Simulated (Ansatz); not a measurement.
A 2-atom cell of HgTe started from a crystallographic database: a single-point calculation in Ansatz 0.2.0 (LDA). The cell was relaxed beforehand with r2SCAN.

```yaml
crystal:
  lattice:
    - [0.0, 3.2891972678, 3.2891972678]
    - [3.2891972678, 0.0, 3.2891972678]
    - [3.2891972678, 3.2891972678, 0.0]
  atoms:
    - { symbol: Hg, position: [0.0, 0.0, 0.0] }
    - { symbol: Te, position: [0.25, 0.25, 0.25] }
kpoints:
  mp_grid: { grid: [6, 6, 6] }
  band_path:
    path:
      - [0.0, 0.0, 0.0]
      - [-0.5, -0.5, 0.0]
      - [-0.375, -0.375, 0.25]
      - [-0.375, 0.0, 0.375]
      - [0.0, 0.0, 0.5]
      - [-0.5, -0.25, 0.25]
    npoints: 1
hamiltonian:
  xc: lda
scf:
  occupations: { method: fermi_dirac, width: 0.02 }
  n_extra_bands: 4
output:
  forces: true
  stress: true
  eigenvalues: true
  write_density: true
  write_potential: true
  elf: true
  volumetric_format: npy
```

The output follows, shortened, with numbered blanks.
```
scf.n_extra_bands = 4 over 18 filled bands (N_el = 36.0): the run solves 22 bands
Functional definition: SPW92
Crystal: 2 atoms, lattice volume = 71.170 Å³
Basis set: ecut = 420 eV, 1411 PW (Γ)
Symmetry: 24 space group operations
Space group: F-43m (ITA 216)
k-points: 16 of 216 (time reversal used)
SCF 1 converged in 6 iterations: F = -20349.835968 eV  dr2 = 1.54e-8
NSCF: frozen V_eff on 6 k-points
Free energy (F): -20349.835968 eV
Internal energy: -20349.835614 eV  (E = F + TS)
E sigma→0 (E₀):  -20349.835791 eV
Entropy (-TS):   -0.000354 eV (-0.177 meV/atom)
[1]
--- Stress (GPa, compression-positive) ---
[2]
--- Band table (eV; the first three rows and the last of 16) ---
[3]
```

The rows of the band table are 0: (0, 0, 0) = Γ, 1: (0, 0, 1/6), 2: (0, 0, 1/3), 15: (1/6, -1/2, -1/3).

Q: What stood in the gaps? They hold the Fermi energy and the band table, the stress.

A:
```
[1]
Fermi energy:    7.591920 eV
[2]
       -2.589912       0.000000       0.000000
        0.000000      -2.589912       0.000000
        0.000000       0.000000      -2.589912
  P = ⅓ Tr σ = -2.5899 GPa (-25.899 kbar)
[3]
  k-point 0: bands = […, 0.5301, 1.0019, 1.0019, 6.5303, 7.5781, 7.5781, 7.5781, 11.8478, 11.8478, 11.8478]
  k-point 1: bands = […, 0.5838, 0.9995, 0.9995, 5.1716, 7.3183, 7.3183, 8.2249, 11.7671, 12.1944, 12.1944]
  k-point 2: bands = […, 0.8497, 1.0074, 1.0074, 3.3934, 6.8796, 6.8796, 8.2414, 12.5744, 12.5744, 13.1321]
  k-point 15: bands = […, 0.8971, 1.0178, 1.4906, 2.3232, 5.2321, 5.2881, 10.1754, 11.1807, 13.8572, 14.1094]
```
The trailing digits, and the zero of the energies, depend on the potentials and thresholds.

LDA gives a gap of zero: filled and empty bands touch at Γ. At this geometry LDA finds -2.59 GPa, compression counted positive: its own equilibrium volume is smaller.

Run as `ansatz run input.yaml --threads 2 --pin off --max-ram 2211MiB --backend cpu --events-out ev --progress --plain --runs-dir out`.

No spin polarisation and no zero-point or thermal motion.

No spin-orbit coupling is included; it can move band edges with weight on the heavy atoms by tenths of an eV.
